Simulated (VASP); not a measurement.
Set up this calculation in VASP 6.6.1, as the native input.

```yaml
Task: relaxation of cell and atoms
Functional: PBEsol
Potentials_or_basis: VASP PAW PBE potentials, release 64 (Ti_sv, O)
Cutoff: 600 eV
k_mesh: 6 × 6 × 10
Occupations: gaussian, width 0.03 eV
Spin: no spin polarisation
Further_INCAR_settings: ALGO = Normal; EDIFF = 1e-07; IBRION = 2; EDIFFG = -0.005; NSW = 90; ISIF = 3
```

The structure of TiO2 lies in POSCAR:

```
TiO2                                    
1.0
    4.5924156956      0.0000000000      0.0000000000
   -0.0000000000      4.5924156956      0.0000000000
    0.0000000000      0.0000000000      2.9417133062
  Ti              O             
     2     4
Direct
     1.0000000000000000    0.0000000000000000    0.0000000000000000
     0.5000000000000000    0.5000000000000000    0.5000000000000000
     0.3042848952518264    0.3042848952518264    1.0000000000000000
     0.1957151047481736    0.8042848952518266    0.5000000000000000
     0.6957151047481734    0.6957151047481734    0.0000000000000000
     0.8042848952518266    0.1957151047481736    0.5000000000000000
```

The input as run:

INCAR

```
ALGO = Normal
EDIFF = 1E-7
EDIFFG = -0.005
ENCUT = 600
GGA = PS
IBRION = 2
ISIF = 3
ISMEAR = 0
KPAR = 4
LASPH = T
LCHARG = F
LREAL = F
LWAVE = F
NELM = 80
NSW = 90
PREC = Accurate
SIGMA = 0.03
```

KPOINTS

```
k-points
0
Gamma
  6 6 10
```

Potentials or basis: VASP PAW PBE potentials, release 64 (Ti_sv, O).

Run with:

```sh
$ cat potpaw_PBE.64/Ti_sv/POTCAR potpaw_PBE.64/O/POTCAR > POTCAR
$ mpirun -np 4 vasp_std > vasp.out
```

Results of the run:

```json
{
 "Relaxed volume": "10.34 Å³/atom",
 "Relaxed cell": "a = 4.593 Å, b = 4.593 Å, c = 2.942 Å, α = 90.00°, β = 90.00°, γ = 90.00°",
 "Space group after relaxing (to 0.05 Å)": "P4_2/mnm (No. 136)",
 "Energy gained by relaxing": "0.0 meV/atom",
 "Ionic steps": "2",
 "Pressure after relaxing": "0.0 GPa",
 "Band gap on the k mesh": "1.83 eV, direct"
}
```

Caveat: the PAW data sets were made with another functional, which shifts forces and pressure a little.

Run time: 35 s on 4 MPI ranks on Intel(R) Xeon(R) Platinum 8488C (Sapphire Rapids) (shared host), peak memory 0.24 GiB a rank.
